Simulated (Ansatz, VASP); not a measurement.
One calculation of V, two programs

```xyz
1
Lattice="-1.5401 1.5401 1.5401 1.5401 -1.5401 1.5401 1.5401 1.5401 -1.5401" Properties=species:S:1:pos:R:3 pbc="T T T"
V     0.0000    0.0000    0.0000
```

Alike in both runs: task relaxation of cell and atoms; functional PBEsol; k mesh 10 × 10 × 10; occupations gaussian, width 0.1 eV; no spin polarisation.

```csv
,VASP,Ansatz
version,VASP 6.6.1,Ansatz 0.2.0
potentials or method,"VASP PAW PBE potentials, release 64 (V_sv)","scalar-relativistic, plane waves, PAW"
plane-wave cutoff (eV),600,420
valence electrons in the cell,13,13
```

```tsv
	VASP	Ansatz	Ansatz less VASP
gap on the k mesh at the Fermi level, each at its own relaxed structure (eV)	none	none	-
relaxed volume (Å³/atom)	13.04	13.03	-0.008
relaxed cell length with the largest relative difference (Å)	2.568	2.568	-0.0005
energy change over the relaxation (meV/atom)	-99	-99	-0.8
```

A gap of «none» marks a metal or a gap that the smearing closes.

Caveats: the PAW data sets were made with another functional, which shifts forces and pressure a little (VASP).
